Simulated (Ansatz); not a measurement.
Bi:

```
Bi
1.0
    -1.98143    1.98143    1.98143
     1.98143   -1.98143    1.98143
     1.98143    1.98143   -1.98143
Bi
1
Cartesian
  0.0000 0.0000 0.0000
```

This isn't the form of Bi at room conditions, which is rhombohedral.

```yaml
Program: Ansatz 0.2.0
Task: relaxation of cell and atoms
Functional: PBEsol
Potentials_or_basis: Ansatz PAW
Cutoff: "420 eV (not typed: the program's choice for these potentials)"
k_mesh: 9 × 9 × 9
Occupations: fermi-dirac, width 0.05 eV
Spin: no spin polarisation
```

At the start: volume 31.12 Å³/atom.

Task: Where does the relaxation end?

Result: It ends after 4 steps and the volume is 30.05 Å³/atom (-3.4 %); space group Im-3m (No. 229, to 0.05 Å).

Step by step:
| step | energy change (eV) | largest force (eV/Å) | volume (Å³) |
| --- | --- | --- | --- |
| 1 | 0.0000 | 0.0000 | 31.12 |
| 2 | -0.0066 | 0.0000 | 29.75 |
| 3 | -0.0070 | 0.0000 | 30.05 |
| 4 | -0.0068 | 0.0000 | 30.05 |

Final structure:
```
Bi
1.0
    -1.95859    1.95859    1.95859
     1.95859   -1.95859    1.95859
     1.95859    1.95859   -1.95859
Bi
1
Direct
  0.00000 0.00000 0.00000
```

Caveat: the plane-wave basis is chosen anew once the cell has moved, so the energies of steps on either side of that aren't comparable; the PAW data sets come from PBE, with cores solved anew for the run's functional, which leaves a small shift of forces and pressure.
